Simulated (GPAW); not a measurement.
NaCl:

```xyz
2
Lattice="3.5022 0.0000 0.0000 0.0000 3.5022 0.0000 0.0000 0.0000 3.5022" Properties=species:S:1:pos:R:3 pbc="T T T"
Cl    1.7511    1.7511    1.7511
Na    0.0000    0.0000    0.0000
```

Measurements of this composition are mostly on another form, of space group No. 225.

| Item | Value |
| --- | --- |
| Program | GPAW 26.7.0 |
| Task | relaxation of cell and atoms |
| Functional | LDA |
| Potentials or basis | the program's PAW data sets (release 1.2.1) made for this functional |
| Cutoff | 800 eV |
| Basis | pw |
| k mesh | 8 × 8 × 8 |
| Occupations | fermi-dirac, width 0.05 eV |
| Spin | no spin polarisation |

At the start: pressure -3.0 GPa; volume 21.48 Å³/atom.

Question: How do energy, volume and symmetry change on relaxing?

Answer: Over 4 steps the energy falls by 24.1 meV/atom and the volume is 19.22 Å³/atom (-10.5 %); space group Pm-3m (No. 221, to 0.05 Å).

Step by step:
```
step  energy change (eV)  largest force (eV/Å)  pressure (GPa)  volume (Å³)
   1              0.0000                0.0000           -3.04        42.96
   2             -0.0068                0.0000           -2.86        42.58
   3             -0.0465                0.0000            0.70        37.61
   4             -0.0482                0.0000           -0.10        38.45
```

Final structure:
```
Cl Na
1.0
     3.37517    0.00000    0.00000
     0.00000    3.37517    0.00000
     0.00000    0.00000    3.37517
Cl Na
1 1
Cartesian
  1.6876 1.6876 1.6876
  0.0000 0.0000 0.0000
```

Caveat: later steps reuse the first step's grids.
